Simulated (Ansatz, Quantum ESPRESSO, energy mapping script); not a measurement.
# MnO2 monolayer: J from the energies of magnetic orders, part 3 of 3

Wanted: the magnetic order of MnO2 monolayer, its couplings and an estimate of its ordering temperature, by PBE+U (3.6 eV), QE, GBRV.

PBE with U = 3.6 eV on Mn d, ortho-atomic projectors; plane waves, U on orthogonalised atomic orbitals unless named otherwise, collinear spin, no spin–orbit coupling.

So far. Step 7 (Run 5 (parallel; cell C, 9 atoms)): The run ends ferromagnetic. For each magnetic atom its energy differs from the parallel run of the first cell by 0.01 meV, an error that one common reference would have brought in. Step 8 (Order 6: uncompensated ++−, cell C of 9 atoms): The run ends ferrimagnetic, 39.63 meV a magnetic atom above the parallel order of its cell.

### 9. Run 7 (parallel; cell D, 12 atoms)

Level of this step: PBE with U = 3.6 eV on Mn d, ortho-atomic projectors, GBRV potentials (Quantum ESPRESSO).

The parallel order again, as the reference for this cell.

pw.in reads:

```
&control
  calculation = 'scf'
  prefix = 'pw'
  outdir = './tmp/'
  pseudo_dir = './pseudo/'
  verbosity = 'low'
/
&system
  ibrav = 0
  nat = 12
  ntyp = 2
  ecutwfc = 45
  ecutrho = 360
  nbnd = 84
  occupations = 'smearing'
  smearing = 'fd'
  degauss = 0.00367493
  nspin = 2
  starting_magnetization(1) = 0.3000
/
&electrons
  conv_thr = 3.0e-08
  electron_maxstep = 120
  mixing_beta = 0.3
  mixing_mode = 'plain'
/
ATOMIC_SPECIES
  Mn 54.9380 Mn.upf
  O 15.9990 O.upf
CELL_PARAMETERS angstrom
  0.00000000 4.94824400 0.00000000
  -5.71374000 9.89648799 0.00000000
  0.00000000 0.00000000 16.89689100
ATOMIC_POSITIONS crystal
  Mn 0.00000000 0.00000000 0.50000000
  Mn 0.00000000 0.25000000 0.50000000
  Mn 0.00000000 0.50000000 0.50000000
  Mn 0.00000000 0.75000000 0.50000000
  O 0.66666667 0.75000000 0.55613100
  O 0.66666667 0.00000000 0.55613100
  O 0.66666667 0.25000000 0.55613100
  O 0.66666667 0.50000000 0.55613100
  O 0.33333333 0.00000000 0.44386900
  O 0.33333333 0.25000000 0.44386900
  O 0.33333333 0.50000000 0.44386900
  O 0.33333333 0.75000000 0.44386900
K_POINTS automatic
  10 5 1 0 0 0
HUBBARD {ortho-atomic}
U Mn-3d 3.6
```

Launch:

```
OMP_NUM_THREADS=1 mpirun -n 4 pw.x -nk 4 -in pw.in > pw.out
```

The log of the run:

```text
[banner, memory and clock lines left out]
Program PWSCF v.7.5 starts
[...]
unit-cell volume          =    3223.8512 (a.u.)^3
     number of atoms/cell      =           12
[...]
number of electrons       =       108.00
     number of Kohn-Sham states=           84
     kinetic-energy cutoff     =      45.0000  Ry
     charge density cutoff     =     360.0000  Ry
[...]
The total energy is F=E-TS. E is the sum of the following terms:
     one-electron contribution =   -5955.13397911 Ry
     hartree contribution      =    2977.75890902 Ry
     xc contribution           =    -164.45693084 Ry
     ewald contribution        =    2038.35859896 Ry
     Hubbard energy            =       0.64344561 Ry
     total magnetization       =    12.00 Bohr mag/cell
     absolute magnetization    =    13.85 Bohr mag/cell
     convergence has been achieved in  17 iterations
[key lines of the parts left out:]
!    total energy              =   -1102.82995636 Ry
the Fermi energy is    -3.0197 ev
```

Elapsed: 13 min, on 4 MPI ranks of Arm Neoverse V1, shared host; peak memory 3.8 GiB.

The run ends ferromagnetic. For each magnetic atom its energy differs from the parallel run of the first cell by 0.00 meV, an error that one common reference would have brought in.

### 10. Compensated ++−− start in cell D (12 atoms)

This order reverses 4 of the 6 neighbours at 2.86 Å, 2 of the 6 neighbours at 4.95 Å and 4 of the 6 neighbours at 5.71 Å, counted for an average magnetic atom.

Changes to pw.in since step 9:

```diff
@@ -10,6 +10,6 @@
   nat = 12
-  ntyp = 2
+  ntyp = 3
   ecutwfc = 45
   ecutrho = 360
-  nbnd = 84
+  nbnd = 74
   occupations = 'smearing'
@@ -19,2 +19,3 @@
   starting_magnetization(1) = 0.3000
+  starting_magnetization(2) = -0.3000
 /
@@ -27,3 +28,4 @@
 ATOMIC_SPECIES
-  Mn 54.9380 Mn.upf
+  Mn1 54.9380 Mn.upf
+  Mn2 54.9380 Mn.upf
   O 15.9990 O.upf
@@ -34,6 +36,6 @@
 ATOMIC_POSITIONS crystal
-  Mn 0.00000000 0.00000000 0.50000000
-  Mn 0.00000000 0.25000000 0.50000000
-  Mn 0.00000000 0.50000000 0.50000000
-  Mn 0.00000000 0.75000000 0.50000000
+  Mn1 0.00000000 0.00000000 0.50000000
+  Mn1 0.00000000 0.25000000 0.50000000
+  Mn2 0.00000000 0.50000000 0.50000000
+  Mn2 0.00000000 0.75000000 0.50000000
   O 0.66666667 0.75000000 0.55613100
@@ -49,2 +51,3 @@
 HUBBARD {ortho-atomic}
-U Mn-3d 3.6
+U Mn1-3d 3.6
+U Mn2-3d 3.6
```

The log of the run:

```text
[banner, memory and clock lines left out]
Program PWSCF v.7.5 starts
[...]
unit-cell volume          =    3223.8512 (a.u.)^3
     number of atoms/cell      =           12
[...]
number of electrons       =       108.00
     number of Kohn-Sham states=           74
     kinetic-energy cutoff     =      45.0000  Ry
     charge density cutoff     =     360.0000  Ry
[...]
The total energy is F=E-TS. E is the sum of the following terms:
     one-electron contribution =   -5955.08602858 Ry
     hartree contribution      =    2977.66619163 Ry
     xc contribution           =    -164.41392793 Ry
     ewald contribution        =    2038.35859896 Ry
     Hubbard energy            =       0.65740439 Ry
     total magnetization       =    -0.00 Bohr mag/cell
     absolute magnetization    =    13.61 Bohr mag/cell
     convergence has been achieved in  16 iterations
[key lines of the parts left out:]
!    total energy              =   -1102.81776153 Ry
the Fermi energy is    -3.1397 ev
```

Run time: 10 min. Hardware: 4 MPI ranks; peak memory 4 GiB.

The run ends antiferromagnetic, 41.48 meV a magnetic atom above the parallel order of its cell.

### 11. The fit

Each energy difference is a sum of couplings weighted by the pairs that the order reverses. A few near shells are fitted to the differences by least squares. Energies are those extrapolated to zero occupation width, not the free energies F.

The orders side by side; each is measured from the parallel order in the same cell and on the same mesh:

```csv
order,atoms,energy (meV a magnetic atom),moments (μB),moments kept as typed,"opposed neighbours at 2.86, 4.95, 5.71 Å"
parallel in cell A,6,0.00,2.77,yes,"0, 0, 0"
compensated +− in cell A,6,49.74,2.69,yes,"4, 4, 0"
parallel in cell B,9,0.00,2.77,yes,"0, 0, 0"
uncompensated ++− in cell B,9,29.46,2.69 to 2.73,yes,"2.67, 4, 2.67"
parallel in cell C,9,0.00,2.77,yes,"0, 0, 0"
uncompensated ++− in cell C,9,39.63,2.64 to 2.72,yes,"4, 0, 4"
parallel in cell D,12,0.00,2.77,yes,"0, 0, 0"
compensated ++−− in cell D,12,41.48,2.69,yes,"4, 2, 4"
```

Fitted to E = −Σ J e·e over ordered pairs of unit vectors (J > 0 favours parallel moments):

```csv
pair,distance (Å),neighbours,J (meV)
Mn–Mn,2.86,6,5.84
Mn–Mn,4.95,6,0.382
Mn–Mn,5.71,6,-0.865
```

Adding the shell at 7.56 Å gives 5.9, 0.38, -0.88 and -0.041 meV and a mean-field temperature of 248 K, an exact solve that tests nothing.

Limits of this fit: couplings between layers, chains or clusters are absent from the fit or under 2 % of the largest, so temperatures below mark short-range order.

In mean field these couplings order at 248 K.

### 12. Finite temperature

Mean field ignores fluctuations and overstates the ordering temperature, so the model is also sampled. The heat capacity peaks where order sets in.

Classical unit spins with these couplings on 30×30×1 copies of a cell that holds the lowest order (900 spins), heat-bath sweeps, cooled from random directions, 1004 sweeps to settle and 3014 measured at each temperature, averaged over 4 runs.

```csv
T (K),heat capacity (k_B a spin)
29.8,1.08
51.0,1.10
82.7,1.19
104,1.36
125,1.59
157,1.30
178,1.04
199,0.82
220,0.66
252,0.50
273,0.41
```

The smoothed heat capacity has a broad peak at 125 K. An isotropic layer has no long-range order above 0 K, so no order parameter is shown.

### 13. What came out

| Item | Value |
| --- | --- |
| lowest order tried | parallel |
| largest fitted value, Mn–Mn at 2.86 Å | 5.84 meV |
| ordering temperature, mean field | 248 K |
| heat-capacity peak, Monte Carlo | 125 K |

**Reading.** Of the orders tried, MnO2 monolayer prefers parallel moments under PBE+U (3.6 eV), QE, GBRV. The largest fitted coupling is the Mn–Mn pair at 2.86 Å, ferromagnetic at 5.8 meV, across a ligand at about 97°. A ferromagnetic sign on a path near 90° is what the Goodenough–Kanamori rules expect, though these runs do not test the mechanism. With 4 differences for 3 couplings the fit misses by 0.19 meV at most, a small part of the spread. In the fitted orders moments change by up to 4.8 % against the parallel run of the same cell, so their size stays put. The fitted couplings above 2 % of the largest link the moments within layers only, where isotropic couplings give no order above 0 K. The peak at 125 K marks where short-range order sets in on this finite lattice; real ordering needs anisotropy.

1 further run of the session is left out of this account and of its counts and ranges: runs hit by known faults of a program or its files, repeats, responses too ill-conditioned to give a U, cells squeezed past sense, harmless faults, or fits whose shells could not be counted again from the structure.

[Logs and program files are shortened in this print: banners, set-up blocks, solver, clock and traceback lines can be left out without a mark of their own.]

[Logs are printed without paths, hosts, clocks, repeated set-up lines and the standing remarks that a program may print on its own settings, such as how far it seeks lower states.]

[Hosts, paths, dates, database ids (printed as entryN), source tags and the programs' standing remarks are cut or masked in the printed files.]

[Where a cell is said to come from a database of computed structures, the database is the Materials Project.]
